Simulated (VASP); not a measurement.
# KMgF3 (Pm) in VASP: a series of runs

The runs below take KMgF3 through single point, with PBEsol.

Program: VASP 6.6.1. These are calculated values, not measurements. Logs are shortened: lines on timing, memory, paths and dates and some standing lists are left out, and cuts for length are marked.

## (1) The cell of the first run

Symmetry: Pm, No. 6, monoclinic system. Conventional cell: a = 3.986 Å, b = 3.986 Å, c = 3.986 Å, α = 90.00°, β = 90.00°, γ = 90.00°. K (site symmetry m) has 6 F at 2.50 to 2.73 Å as nearest neighbours. Mg (site symmetry m) is surrounded by 6 F at 1.99 Å. F (site symmetry m) has 2 Mg at 1.99 Å as nearest neighbours. F (site symmetry m) has 2 Mg at 1.99 Å as nearest neighbours. Around F (site symmetry m) lie 2 Mg at 1.99 Å.

## (2) Single point, PBEsol (atom 1 (K) moved by (-0.300, -0.150) A along y and z)

INCAR reads:

```
SYSTEM = KMgF3
PREC = Accurate ; ENCUT = 520
EDIFF = 1E-6 ; ISMEAR = 0
SIGMA = 0.05 ; LREAL = .FALSE.
LASPH = .TRUE. ; NELM = 100
ALGO = Fast ; ISIF = 2
LWAVE = .FALSE. ; LCHARG = .FALSE.
GGA = PS ; NBANDS = 24
```

KPOINTS reads:

```
regular mesh
0
G
  6 6 6
  0 0 0
```

POSCAR reads:

```
KMgF3
1.0
    3.9859000000      0.0000000000      0.0000000000
    0.0000000000      3.9859000000      0.0000000000
    0.0000000000      0.0000000000      3.9859000000
K Mg F
1 1 3
Direct
    0.5000000000      0.4247346898      0.4623673449
    0.0000000000      0.0000000000      0.0000000000
    0.5000000000      0.0000000000      0.0000000000
    0.0000000000      0.5000000000      0.0000000000
    0.0000000000      0.0000000000      0.5000000000
```

Potentials or basis: VASP PAW PBE potentials, release 64 (K_sv, Mg, F).

Launch:

```console
$ cat potpaw_PBE.64/K_sv/POTCAR potpaw_PBE.64/Mg/POTCAR potpaw_PBE.64/F/POTCAR > POTCAR
$ mpirun -np 1 vasp_std > vasp.out
```

OUTCAR:

```text
SYSTEM = KMgF3
   PREC = Accurate
   ENCUT = 520
   EDIFF = 1E-6
   ISMEAR = 0
   LREAL = .FALSE.
   LASPH = .TRUE.
   NELM = 100
   ISIF = 2
   GGA = PS

 ion  position               nearest neighbor table
   1  0.500  0.425  0.462-   3 2.50   5 2.62   5 2.62   3 2.73   4 2.73   4 2.73   2 3.20   2 3.20
                             2 3.38   2 3.38   2 3.55   2 3.55   2 3.72   2 3.72
   2  0.000  0.000  0.000-   3 1.99   4 1.99   5 1.99   5 1.99   4 1.99   3 1.99   1 3.20   1 3.20
                             1 3.38   1 3.38   1 3.55   1 3.55   1 3.72   1 3.72
   3  0.500  0.000  0.000-   2 1.99   2 1.99   1 2.50   1 2.73
   4  0.000  0.500  0.000-   2 1.99   2 1.99   1 2.73   1 2.73
   5  0.000  0.000  0.500-   2 1.99   2 1.99   1 2.62   1 2.62

  LATTYP: Found a simple cubic cell.
 ALAT       =     3.9859000000

  Lattice vectors:

 A1 = (   3.9859000000,   0.0000000000,   0.0000000000)
 A2 = (   0.0000000000,   3.9859000000,   0.0000000000)
 A3 = (   0.0000000000,   0.0000000000,   3.9859000000)

Analysis of symmetry for initial positions (statically):
=====================================================================
 Subroutine PRICEL returns:
 Original cell was already a primitive cell.

 Routine SETGRP: Setting up the symmetry group for a
 simple cubic supercell.

 Subroutine GETGRP returns: Found  2 space group operations
 (whereof  2 operations were pure point group operations)
 out of a pool of 48 trial point group operations.

The static configuration has the point symmetry C_1h.

Analysis of symmetry for dynamics (positions and initial velocities):
=====================================================================
 Subroutine PRICEL returns:
 Original cell was already a primitive cell.

 Routine SETGRP: Setting up the symmetry group for a
 simple cubic supercell.

 Subroutine GETGRP returns: Found  2 space group operations
 (whereof  2 operations were pure point group operations)
 out of a pool of 48 trial point group operations.

The dynamic configuration has the point symmetry C_1h.

 Subroutine INISYM returns: Found  2 space group operations
 (whereof  2 operations are pure point group operations),
 and found     1 'primitive' translations

----------------------------------------------------------------------------------------

                                     Primitive cell

  volume of cell :      63.3256

  direct lattice vectors                    reciprocal lattice vectors
     3.985900000  0.000000000  0.000000000     0.250884367  0.000000000  0.000000000
     0.000000000  3.985900000  0.000000000     0.000000000  0.250884367  0.000000000
     0.000000000  0.000000000  3.985900000     0.000000000  0.000000000  0.250884367

  length of vectors
     3.985900000  3.985900000  3.985900000     0.250884367  0.250884367  0.250884367

  position of ions in fractional coordinates (direct lattice)
     0.500000000  0.424734690  0.462367345
     0.000000000  0.000000000  0.000000000
     0.500000000  0.000000000  0.000000000
     0.000000000  0.500000000  0.000000000
     0.000000000  0.000000000  0.500000000

  ion indices of the primitive-cell ions
   primitive index   ion index
                 1           1
                 2           2
                 3           3
                 4           4
                 5           5

----------------------------------------------------------------------------------------

 KPOINTS: regular mesh

Automatic generation of k-mesh.
 Grid dimensions read from file:
 generate k-points for:    6    6    6

 Generating k-lattice:

  Cartesian coordinates                     Fractional coordinates (reciprocal lattice)
     0.041814061  0.000000000  0.000000000     0.166666667  0.000000000  0.000000000
     0.000000000  0.041814061  0.000000000     0.000000000  0.166666667  0.000000000
     0.000000000  0.000000000  0.041814061     0.000000000  0.000000000  0.166666667

  Length of vectors
     0.041814061  0.041814061  0.041814061

  Shift w.r.t. Gamma in fractional coordinates (k-lattice)
     0.000000000  0.000000000  0.000000000

 Subroutine IBZKPT returns following result:
 ===========================================

 Found     80 irreducible k-points:

 Following reciprocal coordinates:
            Coordinates               Weight
  0.000000  0.000000  0.000000      1.000000
  0.166667  0.000000  0.000000      2.000000
  0.000000  0.166667  0.000000      2.000000
  0.000000  0.000000  0.166667      2.000000
  0.333333  0.000000  0.000000      2.000000
  0.000000  0.333333  0.000000      2.000000
[... 16 lines left out ...]
  0.500000  0.166667  0.000000      2.000000
  0.000000  0.500000  0.166667      2.000000
 [... further k-points ...]
   k-points           NKPTS =     80   k-points in BZ     NKDIM =     80   number of bands    NBANDS=     24
   number of dos      NEDOS =    301   number of ions     NIONS =      5
   total plane-waves  NPLWV =  27000
   dimension x,y,z NGX =    30 NGY =   30 NGZ =   30
   dimension x,y,z NGXF=    60 NGYF=   60 NGZF=   60
   ions per type =               1   1   3
   NGX,Y,Z   is equivalent  to a cutoff of  12.51, 12.51, 12.51 a.u.
   NGXF,Y,Z  is equivalent  to a cutoff of  25.03, 25.03, 25.03 a.u.
 SYSTEM =  KMgF3
   PREC   = accura    normal or accurate (medium, high low for compatibility)
   ISTART =      0    job   : 0-new  1-cont  2-samecut
   ICHARG =      2    charge: 1-file 2-atom 10-const
   ISPIN  =      1    spin polarized calculation?
   LNONCOLLINEAR =      F non collinear calculations
   LSORBIT =      F    spin-orbit coupling
   LASPH  =      T    aspherical Exc in radial PAW
   ENCUT  =  520.0 eV  38.22 Ry    6.18 a.u.   7.41  7.41  7.41*2*pi/ulx,y,z
   NELM   =    100;   NELMIN=  2; NELMDL= -5     # of ELM steps
   EDIFF  = 0.1E-05   stopping-criterion for ELM
   LREAL  =      F    real-space projection
   EDIFFG = 0.1E-04   stopping-criterion for IOM
   NSW    =      0    number of steps for IOM
   IBRION =     -1    ionic relax: 0-MD 1-quasi-New 2-CG
   NFREE  =      0    steps in history (QN), initial steepest desc. (CG)
   ISIF   =      2    stress and relaxation
   ISYM   =      2    0-nonsym 1-usesym 2-fastsym
   POTIM  = 0.5000    time-step for ionic-motion
   TEBEG  =    0.0;   TEEND  =   0.0 temperature during run
   PSTRESS=    0.0 pullay stress
   NELECT =      32.0000    total number of electrons
   NUPDOWN=      -1.0000    fix difference up-down
   EMIN   =  10.00;   EMAX   =-10.00  energy-range for DOS
   EFERMI =   0.00;   METHOD = LEGACY
   ISMEAR =     0;   SIGMA  =   0.05  broadening in eV -4-tet -1-fermi 0-gaus
   EFERMI_NEDOS =   21; number of points for ismear=-14 and -15
   IALGO  =     68    algorithm
   IMIX   =      4    mixing-type and parameters
     AMIX     =   0.40;   BMIX     =  1.00
     AMIX_MAG =   1.60;   BMIX_MAG =  1.00
  volume/ion in A,a.u.               =      12.67        85.47
  Fermi-wavevector in a.u.,A,eV,Ry     =   1.303962  2.464132 23.134232  1.700318
  Thomas-Fermi vector in A             =   2.434930
   LORBIT       =      0    0 simple, 1 ext, 2 COOP (PROOUT), +10 PAW based schemes
   GGA     = PS    functional components
   LHFCALC =     F    Hartree Fock is set to
   AEXX    =    0.0000 exact exchange contribution
   IVDW    =     0    specifies the selected vdW correction
   LEPSILON=     F    determine dielectric tensor
   LRPA    =     F    only Hartree local field effects (RPA)
 non-spin polarized calculation
 RMM-DIIS sequential band-by-band and
 Gauss-broadening in eV      SIGMA  =   0.05
  energy-cutoff  :      520.00
  volume of cell :       63.33
 maximum number of plane-waves:      1743
 NGX is ok and might be reduce to    30
   NGX = 15   NGY = 15   NGZ = 15

 number of electron      31.9999961 magnetization

 Free energy of the ion-electron system (eV)
  ---------------------------------------------------
  ext. energy  EPLUGINS =         0.00000000
  ---------------------------------------------------
  free energy    TOTEN  =       -25.12764495 eV

  energy without entropy =      -25.12764495  energy(sigma->0) =      -25.12764495

 E-fermi :  -1.3972     XC(G=0):  -9.9177

 val. band max:       -1.7201265854   @ k =   0.0000   0.5000   0.5000
 cond. band min:       5.4093359436   @ k =   0.0000   0.0000   0.0000
 fundamental gap:      7.1294625290
 Fermi energy:        -1.3971661656

 k-point     1 :       0.0000    0.0000    0.0000
  band No.  band energies     occupation
      1     -27.1243      2.00000
      2     -21.7471      2.00000
      3     -21.1183      2.00000
      4     -21.0632      2.00000
      5     -10.7127      2.00000
      6     -10.7117      2.00000
[... 16 lines left out ...]
     23      11.9624      0.00000
     24      15.0197      0.00000

 k-point     2 :       0.1667    0.0000    0.0000
  band No.  band energies     occupation
      1     -27.1158      2.00000
      2     -21.7175      2.00000
      3     -21.1543      2.00000
      4     -21.0636      2.00000
      5     -10.7060      2.00000
      6     -10.6976      2.00000
[... 16 lines left out ...]
     23      12.0508      0.00000
     24      14.7058      0.00000

 k-point     3 :       0.0000    0.1667    0.0000
  band No.  band energies     occupation
      1     -27.1167      2.00000
      2     -21.7206      2.00000
      3     -21.1166      2.00000
      4     -21.0955      2.00000
      5     -10.7002      2.00000
      6     -10.6982      2.00000
[... 16 lines left out ...]
     23      11.9754      0.00000
     24      14.9528      0.00000

 k-point     4 :       0.0000    0.0000    0.1667
  band No.  band energies     occupation
      1     -27.1159      2.00000
      2     -21.7187      2.00000
      3     -21.1465      2.00000
      4     -21.0697      2.00000
      5     -10.7048      2.00000
      6     -10.6980      2.00000
[... 16 lines left out ...]
     23      12.0289      0.00000
     24      14.7489      0.00000

 k-point     5 :       0.3333    0.0000    0.0000
  band No.  band energies     occupation
      1     -27.0985      2.00000
      2     -21.6430      2.00000
      3     -21.2472      2.00000
      4     -21.0608      2.00000
      5     -10.6902      2.00000
      6     -10.6704      2.00000
[... 16 lines left out ...]
     23      12.2963      0.00000
     24      14.3521      0.00000

 k-point     6 :       0.0000    0.3333    0.0000
  band No.  band energies     occupation
      1     -27.1013      2.00000
      2     -21.6579      2.00000
      3     -21.1755      2.00000
      4     -21.1096      2.00000
      5     -10.6803      2.00000
      6     -10.6687      2.00000
[... 16 lines left out ...]
     23      12.0465      0.00000
     24      14.7232      0.00000
[... 379 lines left out ...]
 k-point    21 :       0.0000   -0.3333    0.1667
  band No.  band energies     occupation
      1     -27.0946      2.00000
      2     -21.6232      2.00000
      3     -21.1795      2.00000
      4     -21.1368      2.00000
      5     -10.7315      2.00000
      6     -10.6557      2.00000
[... 16 lines left out ...]
     23      12.3050      0.00000
     24      13.9760      0.00000

 k-point    22 :       0.0000   -0.1667    0.3333
  band No.  band energies     occupation
      1     -27.0931      2.00000
      2     -21.6155      2.00000
      3     -21.2304      2.00000
      4     -21.0980      2.00000
      5     -10.7314      2.00000
      6     -10.6553      2.00000
[... 16 lines left out ...]
     23      12.4099      0.00000
     24      13.9610      0.00000

 k-point    23 :       0.5000    0.1667    0.0000
  band No.  band energies     occupation
      1     -27.0844      2.00000
      2     -21.5491      2.00000
      3     -21.3159      2.00000
      4     -21.0851      2.00000
      5     -10.7028      2.00000
      6     -10.6772      2.00000
[... 16 lines left out ...]
     23      12.6382      0.00000
     24      14.0449      0.00000

 k-point    24 :       0.0000    0.5000    0.1667
  band No.  band energies     occupation
      1     -27.0874      2.00000
      2     -21.5796      2.00000
      3     -21.2267      2.00000
      4     -21.1351      2.00000
      5     -10.7125      2.00000
      6     -10.6605      2.00000
[... 16 lines left out ...]
     23      12.5565      0.00000
     24      13.8444      0.00000

 [... further k-points ...]
[... 5 lines left out ...]
  --------------------------------------------------------------------------------------
  -------------------------------------------------------------------------------------
  Total        0.5156375      0.4578048      0.5389766      0.0000000      0.4158074      0.0000000
  in kB       13.0459555     11.5827523     13.6364496      0.0000000     10.5201916      0.0000000
  external PRESSURE =      12.7550525 kB  Pullay stress =       0.0000000 kB

 VOLUME and BASIS-vectors are now :
 -----------------------------------------------------------------------------
  energy-cutoff  :      520.00
  volume of cell :       63.33
      direct lattice vectors                 reciprocal lattice vectors
     3.985900000  0.000000000  0.000000000     0.250884367  0.000000000  0.000000000
     0.000000000  3.985900000  0.000000000     0.000000000  0.250884367  0.000000000
     0.000000000  0.000000000  3.985900000     0.000000000  0.000000000  0.250884367

 POSITION                                       TOTAL-FORCE (eV/Angst)
 -----------------------------------------------------------------------------------
      1.99295      1.69295      1.84295         0.000000      0.769350      0.436051
      0.00000      0.00000      0.00000         0.000000     -0.357240     -0.195829
      1.99295      0.00000      0.00000         0.000000     -0.175482     -0.148234
      0.00000      1.99295      0.00000         0.000000     -0.119984     -0.036289
      0.00000      0.00000      1.99295         0.000000     -0.116643     -0.055698
 -----------------------------------------------------------------------------------
    total drift:                                0.000000     -0.003182     -0.001601

  FREE ENERGIE OF THE ION-ELECTRON SYSTEM (eV)
  ---------------------------------------------------
  free  energy   TOTEN  =       -25.1276449534 eV

  energy  without entropy=      -25.1276449534  energy(sigma->0) =      -25.12764495
```

Run time: 75 s. Hardware: 1 thread of AMD EPYC 9R45 (Zen 5), shared host; peak memory 0.22 GiB.

What came out:

- Free energy: -25.1276 eV
- Pressure: 1.3 GPa
- Largest force: 0.884 eV/Å
- Band gap on the k mesh: 7.13 eV, indirect (least direct gap 7.46 eV)

Forces in eV/Å, atoms in the order of the input:
```
K    0.000  0.769  0.436
Mg   0.000 -0.357 -0.196
F    0.000 -0.175 -0.148
F    0.000 -0.120 -0.036
F    0.000 -0.117 -0.056
```

Stress tensor (GPa, compression positive):
```
1.30 0.00 0.00
0.00 1.16 1.05
0.00 1.05 1.36
```

Levels at points of the mesh, in eV from the valence-band top:
| k point | band 14 | band 15 | band 16 | band 17 | band 18 | band 19 |
| --- | --- | --- | --- | --- | --- | --- |
| (0.00, 0.00, 0.00) | -0.35 | -0.34 | -0.33 | 7.13 | 10.11 | 10.17 |
| (0.50, 0.00, 0.00) | -0.77 | -0.54 | -0.50 | 9.89 | 10.23 | 11.05 |
| (0.00, 0.50, 0.00) | -0.83 | -0.57 | -0.56 | 10.00 | 10.29 | 11.20 |
| (0.00, 0.00, 0.50) | -0.77 | -0.54 | -0.52 | 9.91 | 10.24 | 11.09 |
| (0.50, 0.50, 0.00) | -0.91 | -0.88 | -0.02 | 10.74 | 11.61 | 12.16 |
| (0.00, 0.50, 0.50) | -0.95 | -0.90 | 0.00 | 10.71 | 11.69 | 12.21 |
| (0.50, 0.00, 0.50) | -0.84 | -0.84 | -0.10 | 10.79 | 11.35 | 12.25 |
| (0.50, 0.50, 0.50) | -0.09 | -0.02 | 0.00 | 10.34 | 10.45 | 10.45 |

Caveat: the PAW data sets were made with another functional, which shifts forces and pressure a little. A k mesh can miss the band edges.

## (3) Single point, PBEsol (atom 1 (K) moved by (-0.150, +0.000) A along y and z)

INCAR reads:

```
SYSTEM = KMgF3
PREC = Accurate
ENCUT = 520
EDIFF = 1E-7
ISMEAR = 0
SIGMA = 0.05
LREAL = .FALSE.
LASPH = .TRUE.
NELM = 100
ALGO = Normal
ISIF = 2
LWAVE = .FALSE.
LCHARG = .FALSE.
GGA = PS
NBANDS = 24
```

KPOINTS reads:

```
Automatic mesh
0
G
  6 6 6
  0 0 0
```

Changes to POSCAR since step 2:

```diff
@@ -8,3 +8,3 @@
 Direct
-    0.5000000000      0.4247346898      0.4623673449
+    0.5000000000      0.4623673449      0.5000000000
     0.0000000000      0.0000000000      0.0000000000
```

Potentials or basis: VASP PAW PBE potentials, release 64 (K_sv, Mg, F).

Launch:

```console
$ cat potpaw_PBE.64/K_sv/POTCAR potpaw_PBE.64/Mg/POTCAR potpaw_PBE.64/F/POTCAR > POTCAR
$ mpirun -np 1 vasp_std > vasp.out
```

Wall time 28 s (1 thread of AMD EPYC 9R45 (Zen 5), shared host); peak memory 0.17 GiB.

The run converged. Its results:

| Item | Value |
| --- | --- |
| Free energy | -25.2382 eV |
| Pressure | 0.2 GPa |
| Largest force | 0.335 eV/Å |
| Band gap on the k mesh | 7.13 eV, indirect (least direct gap 7.45 eV) |

Forces in eV/Å, atoms in the order of the input:
```
K    0.000  0.335  0.000
Mg   0.000 -0.178  0.000
F    0.000 -0.047  0.000
F    0.000 -0.062  0.000
F    0.000 -0.047  0.000
```

Levels at points of the mesh, in eV from the valence-band top:
| k point | band 13 | band 14 | band 15 | band 16 | band 17 | band 18 | band 19 | band 20 |
| --- | --- | --- | --- | --- | --- | --- | --- | --- |
| (0.00, 0.00, 0.00) | -0.64 | -0.33 | -0.33 | -0.33 | 7.13 | 9.97 | 9.99 | 12.13 |
| (0.50, 0.00, 0.00) | -0.89 | -0.82 | -0.53 | -0.53 | 9.94 | 10.28 | 11.02 | 12.70 |
| (0.00, 0.50, 0.00) | -0.87 | -0.87 | -0.54 | -0.54 | 9.97 | 10.29 | 11.06 | 12.76 |
| (0.50, 0.50, 0.00) | -1.04 | -0.91 | -0.91 | -0.02 | 10.79 | 11.61 | 12.36 | 12.48 |
| (0.50, 0.00, 0.50) | -1.07 | -0.89 | -0.89 | -0.04 | 10.81 | 11.52 | 12.39 | 12.39 |
| (0.50, 0.50, 0.50) | -1.13 | -0.02 | 0.00 | 0.00 | 10.31 | 10.34 | 10.34 | 13.61 |

Caveat: the PAW data sets were made with another functional, which shifts forces and pressure a little. A k mesh can miss the band edges.
